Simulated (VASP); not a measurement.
# Be16H (a cell with a defect) in VASP: further runs

The runs below take Be16H (a cell with a defect) through single point, relaxation of the atoms, with PBE+D3(BJ).

All numbers are computed with VASP 6.6.1; they aren't measurements. Logs are shortened: lines on timing, memory, paths and dates and some standing lists are left out, and cuts for length are marked.

### 1 Starting point

The cell holds a defect, 17 atoms: a = 4.580 Å, b = 3.966 Å, c = 7.177 Å, α = 90.00°, β = 90.00°, γ = 90.00°.

The cell was built by a generator and needn't be a form met in nature.

### 2 Single point, PBE+D3(BJ)

The input, INCAR:

```
  PREC = Accurate
  ENCUT = 520
  EDIFF = 1E-6
  ISMEAR = 0
  SIGMA = 0.1
  LREAL = Auto
  LASPH = T
  NELM = 100
  ALGO = Fast
  ISIF = 2
  LWAVE = F
  LCHARG = F
  GGA = PE
  IVDW = 12
  NBANDS = 30
```

The input, KPOINTS:

```
Automatic mesh
0
Gamma
  5 6 4
```

The input, POSCAR:

```
Be16H
1.0
   -2.2900000000     -3.9663960000      0.0000000000
    3.4350000000     -1.9831980000      0.0000000000
    0.0000000000      0.0000000000      7.1768600000
Be H
16 1
Direct
    0.7493291083      0.5016962614     -0.0002058003
    0.5007635752      0.3341070123      0.2489251567
    0.7494280433      0.5014283025      0.4967682245
    0.5067809411      0.3373526507      0.7465328849
    0.5067630934     -0.0051387238      0.0028823190
    0.2494736852      0.8370770710      0.2517372500
    0.5006885384     -0.0015389366      0.5004899078
    0.2494633069      0.8238328887      0.7467097031
    0.2494446683      0.5086489929      0.0027297453
   -0.0019270504      0.3339295647      0.2489563681
    0.2494447332      0.4954918309      0.4977835711
   -0.0082130548      0.3376678616      0.7465529493
   -0.0081487437     -0.0053972702      0.0028637872
    0.7494487970      0.8311143363      0.2526260788
   -0.0018671614     -0.0013519067      0.5004432300
    0.7492751114      0.8305545867      0.7495499425
    0.2488057995      0.1661229348      0.8748083424
```

Potentials or basis: VASP PAW PBE potentials, release 64 (Be, H).

Command:

```bash
$ cat potpaw_PBE.64/Be/POTCAR potpaw_PBE.64/H/POTCAR > POTCAR
$ mpirun -np 1 vasp_std > vasp.out
```

OUTCAR:

```text
PREC = Accurate
   ENCUT = 520
   EDIFF = 1E-6
   ISMEAR = 0
   LREAL = Auto
   LASPH = T
   NELM = 100
   ISIF = 2
   GGA = PE
   IVDW = 12
 IVDW          = 12

 ion  position               nearest neighbor table
   1  0.749  0.502  1.000-  16 2.22   2 2.22  10 2.22  12 2.23   4 2.23  14 2.24  13 2.25   5 2.25
                             9 2.29   9 2.29   5 2.30  13 2.30
   2  0.501  0.334  0.249-   3 2.21  11 2.22   9 2.22   5 2.22   1 2.22   7 2.24  14 2.28  10 2.28
                             6 2.28  14 2.30  10 2.30   6 2.30
   3  0.749  0.501  0.497-  14 2.19  12 2.21   4 2.21  10 2.21   2 2.21  16 2.24   7 2.28  15 2.28
                            11 2.29  11 2.29  15 2.30   7 2.30
   4  0.507  0.337  0.747-   3 2.21   7 2.22  12 2.22   1 2.23  11 2.23  16 2.25   8 2.26   5 2.29
                             9 2.29  16 2.30   8 2.35  12 2.36
   5  0.507  0.995  0.003-  14 2.21   2 2.22  13 2.22  16 2.23   6 2.23   1 2.25   9 2.26   8 2.29
                             4 2.29   1 2.30   9 2.35  13 2.36
   6  0.249  0.837  0.252-   9 2.21   7 2.22  15 2.22  11 2.23   5 2.23  13 2.23  10 2.28   2 2.28
                            14 2.29  14 2.29   2 2.30  10 2.30
   7  0.501  0.998  0.500-  14 2.21   6 2.22   4 2.22   8 2.22  16 2.22   2 2.24   3 2.28  15 2.28
                            11 2.28   3 2.30  15 2.30  11 2.30
   8  0.249  0.824  0.747-  11 2.21   7 2.22  15 2.22   9 2.22  12 2.26   4 2.26   5 2.29  13 2.29
                            16 2.29  16 2.29   4 2.35  12 2.36
   9  0.249  0.509  0.003-   6 2.21   2 2.22  10 2.22   8 2.22  13 2.26   5 2.26   4 2.29  12 2.29
                             1 2.29   1 2.29   5 2.35  13 2.36
  10  0.998  0.334  0.249-   3 2.21  11 2.22   9 2.22  13 2.22   1 2.22  15 2.24  14 2.28   2 2.28
                             6 2.28  14 2.30   2 2.30   6 2.30
  11  0.249  0.495  0.498-   8 2.21   2 2.22  10 2.22   6 2.23   4 2.23  12 2.23  15 2.28   7 2.28
                             3 2.29   3 2.29   7 2.30  15 2.30
  12  0.992  0.338  0.747-   3 2.21  15 2.22   4 2.22   1 2.23  11 2.23  16 2.25   8 2.26   9 2.29
                            13 2.29  16 2.30   8 2.36   4 2.36
  13  0.992  0.995  0.003-  14 2.21  10 2.22   5 2.22  16 2.23   6 2.23   1 2.25   9 2.26   8 2.29
                            12 2.29   1 2.30   9 2.36   5 2.36
  14  0.749  0.831  0.253-   3 2.19  13 2.21   5 2.21  15 2.21   7 2.21   1 2.24   2 2.28  10 2.28
                             6 2.29   6 2.29  10 2.30   2 2.30
  15  0.998  0.999  0.500-  14 2.21   6 2.22  12 2.22   8 2.22  16 2.22  10 2.24   3 2.28   7 2.28
                            11 2.28   3 2.30   7 2.30  11 2.30
  16  0.749  0.831  0.750-   1 2.22   7 2.22  15 2.22  13 2.23   5 2.23   3 2.24  12 2.25   4 2.25
                             8 2.29   8 2.29   4 2.30  12 2.30
  17  0.249  0.166  0.875-

  LATTYP: Found a simple orthorhombic cell.
 ALAT       =     3.9663962620
 B/A-ratio  =     1.1547004875
 C/A-ratio  =     1.8094157835

  Lattice vectors:

 A1 = (  -3.4350000000,   1.9831980000,   0.0000000000)
 A2 = (  -2.2900000000,  -3.9663960000,   0.0000000000)
 A3 = (   0.0000000000,   0.0000000000,   7.1768600000)

Analysis of symmetry for initial positions (statically):
=====================================================================
 Subroutine PRICEL returns:
 Original cell was already a primitive cell.

 Routine SETGRP: Setting up the symmetry group for a
 simple orthorhombic supercell.

 Subroutine GETGRP returns: Found  1 space group operations
 (whereof  1 operations were pure point group operations)
 out of a pool of  8 trial point group operations.

The static configuration has the point symmetry C_1 .

Analysis of symmetry for dynamics (positions and initial velocities):
=====================================================================
 Subroutine PRICEL returns:
 Original cell was already a primitive cell.

 Routine SETGRP: Setting up the symmetry group for a
 simple orthorhombic supercell.

 Subroutine GETGRP returns: Found  1 space group operations
 (whereof  1 operations were pure point group operations)
 out of a pool of  8 trial point group operations.

The dynamic configuration has the point symmetry C_1 .

 Subroutine INISYM returns: Found  1 space group operations
 (whereof  1 operations are pure point group operations),
 and found     1 'primitive' translations

----------------------------------------------------------------------------------------

                                     Primitive cell

  volume of cell :     130.3755

  direct lattice vectors                    reciprocal lattice vectors
    -2.290000000 -3.966396000  0.000000000    -0.109170306 -0.189088533  0.000000000
[... 59 lines left out ...]

  Length of vectors
     0.043668125  0.042019671  0.034834175

  Shift w.r.t. Gamma in fractional coordinates (k-lattice)
     0.000000000  0.000000000  0.000000000

 Subroutine IBZKPT returns following result:
 ===========================================

 Found     62 irreducible k-points:

 Following reciprocal coordinates:
            Coordinates               Weight
  0.000000  0.000000  0.000000      1.000000
  0.200000  0.000000  0.000000      2.000000
  0.400000  0.000000  0.000000      2.000000
  0.000000  0.166667  0.000000      2.000000
  0.200000  0.166667  0.000000      2.000000
 -0.200000  0.166667  0.000000      2.000000
[... 16 lines left out ...]
  0.000000  0.166667 -0.250000      2.000000
  0.200000  0.166667  0.250000      2.000000
 [... further k-points ...]
   k-points           NKPTS =     62   k-points in BZ     NKDIM =     62   number of bands    NBANDS=     30
   number of dos      NEDOS =    301   number of ions     NIONS =     17
   total plane-waves  NPLWV =  58320
   dimension x,y,z NGX =    36 NGY =   30 NGZ =   54
   dimension x,y,z NGXF=    72 NGYF=   60 NGZF=  108
   ions per type =              16   1
   NGX,Y,Z   is equivalent  to a cutoff of  13.07, 12.57, 12.51 a.u.
   NGXF,Y,Z  is equivalent  to a cutoff of  26.13, 25.15, 25.02 a.u.
 SYSTEM =  unknown system
   PREC   = accura    normal or accurate (medium, high low for compatibility)
   ISTART =      0    job   : 0-new  1-cont  2-samecut
   ICHARG =      2    charge: 1-file 2-atom 10-const
   ISPIN  =      1    spin polarized calculation?
   LNONCOLLINEAR =      F non collinear calculations
   LSORBIT =      F    spin-orbit coupling
   LASPH  =      T    aspherical Exc in radial PAW
   ENCUT  =  520.0 eV  38.22 Ry    6.18 a.u.   8.52  7.37 13.34*2*pi/ulx,y,z
   NELM   =    100;   NELMIN=  2; NELMDL= -5     # of ELM steps
   EDIFF  = 0.1E-05   stopping-criterion for ELM
   LREAL  =      T    real-space projection
   EDIFFG = 0.1E-04   stopping-criterion for IOM
   NSW    =      0    number of steps for IOM
   IBRION =     -1    ionic relax: 0-MD 1-quasi-New 2-CG
   NFREE  =      0    steps in history (QN), initial steepest desc. (CG)
   ISIF   =      2    stress and relaxation
   ISYM   =      2    0-nonsym 1-usesym 2-fastsym
   POTIM  = 0.5000    time-step for ionic-motion
   TEBEG  =    0.0;   TEEND  =   0.0 temperature during run
   PSTRESS=    0.0 pullay stress
   NELECT =      33.0000    total number of electrons
   NUPDOWN=      -1.0000    fix difference up-down
   EMIN   =  10.00;   EMAX   =-10.00  energy-range for DOS
   EFERMI =   0.00;   METHOD = LEGACY
   ISMEAR =     0;   SIGMA  =   0.10  broadening in eV -4-tet -1-fermi 0-gaus
   EFERMI_NEDOS =   21; number of points for ismear=-14 and -15
   IALGO  =     68    algorithm
   IMIX   =      4    mixing-type and parameters
     AMIX     =   0.40;   BMIX     =  1.00
     AMIX_MAG =   1.60;   BMIX_MAG =  1.00
  volume/ion in A,a.u.               =       7.67        51.75
  Fermi-wavevector in a.u.,A,eV,Ry     =   1.035573  1.956950 14.591049  1.072412
  Thomas-Fermi vector in A             =   2.169923
   LORBIT       =      0    0 simple, 1 ext, 2 COOP (PROOUT), +10 PAW based schemes
   GGA     = PE    functional components
   LHFCALC =     F    Hartree Fock is set to
   AEXX    =    0.0000 exact exchange contribution
   IVDW    =    12    specifies the selected vdW correction
   LEPSILON=     F    determine dielectric tensor
   LRPA    =     F    only Hartree local field effects (RPA)
 non-spin polarized calculation
 RMM-DIIS sequential band-by-band and
 Gauss-broadening in eV      SIGMA  =   0.10
  energy-cutoff  :      520.00
  volume of cell :      130.38
 maximum number of plane-waves:      3532
 NGX is ok and might be reduce to    36
   NGX = 17   NGY = 15   NGZ = 27

 number of electron      33.0000000 magnetization

 Free energy of the ion-electron system (eV)
  ---------------------------------------------------
  ext. energy  EPLUGINS =         0.00000000
  ---------------------------------------------------
  free energy    TOTEN  =       -61.78582295 eV

  energy without entropy =      -61.77715765  energy(sigma->0) =      -61.78149030

 E-fermi :   7.4251     XC(G=0): -10.5853

 val. band max:        7.3984837238   @ k =   0.0000   0.0000   0.0000
 cond. band min:       7.5126192272   @ k =   0.2000   0.1667   0.2500
 fundamental gap:      0.1141355034
 Fermi energy:         7.4251056966

 k-point     1 :       0.0000    0.0000    0.0000
  band No.  band energies     occupation
      1      -5.1994      2.00000
      2      -3.0254      2.00000
      3      -2.1741      2.00000
      4      -0.2043      2.00000
      5       0.9695      2.00000
      6       1.5453      2.00000
[... 733 lines left out ...]
     27      11.8942      0.00000
     28      12.3519      0.00000

 [... further k-points ...]

 [bands above 28 left out]

------------------------ aborting loop because EDIFF is reached ----------------------------------------

 Edisp (eV)   -5.70797

 E8    (eV) :    -1.9582

  FORCE on cell =-STRESS in cart. coord.  units (eV):
  Direction    XX          YY          ZZ          XY          YZ          ZX
  --------------------------------------------------------------------------------------
  -------------------------------------------------------------------------------------
  Total      -5.40950    -5.36447    -7.35663     0.03864    -0.00240     0.00462
  in kB     -66.47700   -65.92371   -90.40522     0.47488    -0.02955     0.05676
  external pressure =      -74.27 kB  Pullay stress =        0.00 kB

 VOLUME and BASIS-vectors are now :
 -----------------------------------------------------------------------------
  energy-cutoff  :      520.00
  volume of cell :      130.38
      direct lattice vectors                 reciprocal lattice vectors
    -2.290000000 -3.966396000  0.000000000    -0.109170306 -0.189088533  0.000000000
     3.435000000 -1.983198000  0.000000000     0.218340611 -0.126059022  0.000000000
     0.000000000  0.000000000  7.176860000     0.000000000  0.000000000  0.139336702

 POSITION                                       TOTAL-FORCE (eV/Angst)
 -----------------------------------------------------------------------------------
      0.00736     -3.96710      7.17538         0.002890     -0.000229      0.004784
      0.00091     -2.64883      1.78650        -0.003466      0.006605      0.002090
      0.00622     -3.96696      3.56524         0.003618     -0.000719     -0.001648
     -0.00172     -2.67913      5.35776         0.001265     -0.003434      0.000906
      2.25686     -3.98303      0.02069        -0.000210     -0.003989      0.000046
      2.30406     -2.64960      1.80668        -0.002141      0.004824     -0.001199
[... 9 lines left out ...]
      1.13712     -4.61908      5.37942        -0.000122     -0.000521     -0.002359
      0.00087     -1.31632      6.27838        -0.001366     -0.004082     -0.002312
 -----------------------------------------------------------------------------------
    total drift:                                0.000098      0.000441     -0.001066

  FREE ENERGIE OF THE ION-ELECTRON SYSTEM (eV)
  ---------------------------------------------------
  free  energy   TOTEN  =       -67.4937888311 eV

  energy  without entropy=      -67.4851235331  energy(sigma->0) =      -67.48945618
```

Wall time 5.5 min (1 thread of Intel Xeon Platinum 8488C (Sapphire Rapids), shared host); peak memory 0.34 GiB.

What came out:

```
Free energy                : -67.4938 eV
Pressure                   : -7.4 GPa
Largest force              : 0.008 eV/Å
Band gap on the k mesh     : none (metal or under the smearing width)
Dispersion energy per atom : -0.336 eV
```

Forces on the atoms (eV/Å):
```
Be   0.003  0.000  0.005
Be  -0.003  0.007  0.002
Be   0.004 -0.001 -0.002
Be   0.001 -0.003  0.001
Be   0.000 -0.004  0.000
Be  -0.002  0.005 -0.001
Be   0.004 -0.002 -0.002
Be  -0.004  0.005  0.000
Be   0.002  0.000  0.001
Be  -0.002 -0.003 -0.001
Be   0.003  0.001 -0.004
Be  -0.004 -0.001  0.000
Be   0.005 -0.003  0.001
Be  -0.004  0.004  0.002
Be  -0.001  0.001  0.003
Be   0.000 -0.001 -0.002
H   -0.001 -0.004 -0.002
```

Levels at points of the mesh, in eV from the Fermi level:
```tsv
k point	band 13	band 14	band 15	band 16	band 17	band 18	band 19	band 20
(0.00, 0.00, 0.00)	-4.16	-3.71	-0.05	-0.03	0.30	0.40	0.75	1.01
(0.00, 0.50, 0.00)	-3.74	-3.72	-2.86	-2.65	0.18	0.47	0.65	0.73
(0.00, 0.00, 0.50)	-2.44	-2.25	-2.10	-2.02	0.41	1.33	1.53	1.69
(0.00, 0.50, 0.50)	-3.89	-3.88	-3.67	-3.61	0.79	1.49	1.54	1.90
```

### 3 Single point, PBE+D3(BJ)

The input, INCAR:

```
PREC = Accurate ; ENCUT = 520
EDIFF = 1E-7 ; ISMEAR = 0
SIGMA = 0.1 ; LREAL = Auto
LASPH = T ; NELM = 100
ALGO = Fast ; ISIF = 2
LWAVE = F ; LCHARG = F
GGA = PE ; IVDW = 12
NBANDS = 30
```

KPOINTS is that of step 2.

The input, POSCAR:

```
Be16H
1.0
   -2.2900000000     -3.9663960000      0.0000000000
    3.4350000000     -1.9831980000      0.0000000000
    0.0000000000      0.0000000000      7.1768600000
Be H
16 1
Direct
    0.7498863448      0.5015639630      0.0031877521
    0.5012594634      0.3341261594      0.2510496681
    0.7498913192      0.5018584542      0.5001674625
    0.5073583300      0.3376663700      0.7534246307
    0.5012313506     -0.0013452053     -0.0004684141
    0.2499213682      0.8371427153      0.2482596222
    0.5073706006     -0.0050247045      0.4970604172
    0.2499724571      0.8240401867      0.7533236231
    0.2499152672      0.4955921362      0.0022509987
   -0.0014452560      0.3341088861      0.2510354153
    0.2499783552      0.5087375675      0.4972930380
   -0.0075525805      0.3377988130      0.7534530615
   -0.0014237538     -0.0013279511     -0.0004499666
    0.7498928970      0.8312116658      0.2473114772
   -0.0075363205     -0.0051466041      0.4970393901
    0.7498749260      0.8308991031      0.7503862197
    0.2495837314      0.1661709448      0.6252104042
```

Potentials or basis: VASP PAW PBE potentials, release 64 (Be, H).

Command:

```bash
$ cat potpaw_PBE.64/Be/POTCAR potpaw_PBE.64/H/POTCAR > POTCAR
$ mpirun -np 1 vasp_std > vasp.out
```

Run time: 3.4 min. Hardware: 1 thread of Intel Xeon 6975P-C (Granite Rapids), shared host; peak memory 0.34 GiB.

The run converged. Its results:

| Item | Value |
| --- | --- |
| Free energy | -67.4938 eV |
| Pressure | -7.4 GPa |
| Largest force | 0.008 eV/Å |
| Band gap on the k mesh | none (metal or under the smearing width) |
| Dispersion energy per atom | -0.336 eV |

Forces on the atoms (eV/Å):
```
Be   0.003 -0.002  0.002
Be  -0.001  0.005 -0.001
Be   0.002 -0.001 -0.004
Be   0.000 -0.001  0.001
Be   0.004  0.001 -0.002
Be  -0.002  0.002  0.001
Be   0.002 -0.002  0.002
Be  -0.006  0.005 -0.001
Be   0.002 -0.001  0.002
Be  -0.004 -0.002  0.000
Be   0.004 -0.001 -0.003
Be  -0.001  0.001 -0.001
Be   0.001 -0.003 -0.003
Be  -0.004  0.002  0.000
Be   0.004 -0.001  0.003
Be  -0.004  0.002  0.004
H    0.000 -0.003  0.001
```

Stress tensor (GPa, compression positive):
```
-6.65  0.05 -0.01
 0.05 -6.59  0.00
-0.01  0.00 -9.04
```

Levels at points of the mesh, in eV from the Fermi level:
| k point | band 12 | band 13 | band 14 | band 15 | band 16 | band 17 | band 18 | band 19 | band 20 | band 21 |
| --- | --- | --- | --- | --- | --- | --- | --- | --- | --- | --- |
| (0.00, 0.00, 0.00) | -4.25 | -4.16 | -3.71 | -0.05 | -0.03 | 0.30 | 0.40 | 0.75 | 1.02 | 1.02 |
| (0.00, 0.50, 0.00) | -4.09 | -3.74 | -3.72 | -2.86 | -2.65 | 0.18 | 0.47 | 0.65 | 0.73 | 0.87 |
| (0.00, 0.00, 0.50) | -3.63 | -2.44 | -2.25 | -2.10 | -2.02 | 0.41 | 1.34 | 1.52 | 1.69 | 1.73 |
| (0.00, 0.50, 0.50) | -4.99 | -3.89 | -3.88 | -3.67 | -3.61 | 0.79 | 1.49 | 1.54 | 1.90 | 2.09 |

(Part 1 of 2 ends here.)
